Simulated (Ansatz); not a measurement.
# Li2Se (Fm-3m): zero-pressure volume and bulk modulus with PBE + D4

One table from this session's results is given with a row withheld; the runs are named, their logs left out.

Computed with Ansatz 0.2.0 (DFT PBE + D4, scalar-relativistic, plane waves, PAW, unless a step's input says otherwise).

1 further run of the same task is left out (it didn't finish). Runs told in other sessions of the task aren't counted.

### The starting structure

It takes space group Fm-3m (No. 225, cubic). The conventional cell has a = 6.005 Å, b = 6.005 Å, c = 6.005 Å, α = 90.00°, β = 90.00°, γ = 90.00°. Around Li (site symmetry -43m) lie 4 Se at 2.60 Å. Se (site symmetry m-3m) has 8 Li at 2.60 Å in its first shell of neighbours.

Structure file:

```
CELL_PARAMETERS angstrom
0.00000 3.00250 3.00250
3.00250 0.00000 3.00250
3.00250 3.00250 0.00000
ATOMIC_POSITIONS crystal
Li 0.25000 0.25000 0.25000
Li 0.75000 0.75000 0.75000
Se 0.00000 0.00000 0.00000
```

This cell comes from an earlier session at PBE: 18.045 Å³/atom at 0.02 GPa, on a 8×8×8 mesh, gap on the mesh 2.98 eV.

The first run:

Contents of input.yaml:

```yaml
crystal:
  lattice:
    - [0.0, 3.0024997683, 3.0024997683]
    - [3.0024997683, 0.0, 3.0024997683]
    - [3.0024997683, 3.0024997683, 0.0]
  atoms:
    - { symbol: Li, position: [0.25, 0.25, 0.25] }
    - { symbol: Li, position: [0.75, 0.75, 0.75] }
    - { symbol: Se, position: [0.0, 0.0, 0.0] }
basis:
  ecutwfc: 420
  ecutrho_ratio: 4
kpoints:
  mp_grid: { grid: [8, 8, 8] }
hamiltonian:
  xc: pbe
  dispersion: d4
scf:
  occupations: { method: gaussian, width: 0.05 }
output:
  forces: true
  stress: true
  eigenvalues: true
```

The run is started by

```console
$ ansatz run input.yaml --threads 4 --pin off --max-ram 8192MiB --backend cpu --events-out ev --progress --plain --runs-dir out
```

Steps of the session up to this table: At the given cell; Stepping to 17.904 Å³/atom; Stepping to 17.436 Å³/atom; Volume × 0.98 of the new zero; Volume × 1.02 of the new zero; Volume × 0.96 of the new zero; Volume × 1.04 of the new zero.

One of the session's tables, all rows but one given; the rest of the session is left out.

It belongs to the step «Energy and pressure against volume». 

| volume (Å³/atom) | energy (meV/atom) | pressure (GPa) |
| --- | --- | --- |
| 16.739 | 3.34 | 1.59 |
| 17.088 | ? | ? |
| 17.436 | 0.00 | -0.01 |
| 17.785 | 0.78 | -0.70 |
| 18.134 | 2.99 | -1.32 |

Estimate the missing values for volume (Å³/atom) = 17.088.

Worked estimate for «energy (meV/atom)». A straight line through the neighbours (16.739, 3.34) and (17.436, 0.00) gives 3.34 + (0.00 − 3.34) × (17.088 − 16.739) / (17.436 − 16.739) = 1.67; a parabola fitted to 3 rows on both sides gives 0.85.

The run gave: energy (meV/atom): 0.80; pressure (GPa): 0.75. In «energy (meV/atom)» the line misses by +0.87 and the parabola by +0.05.
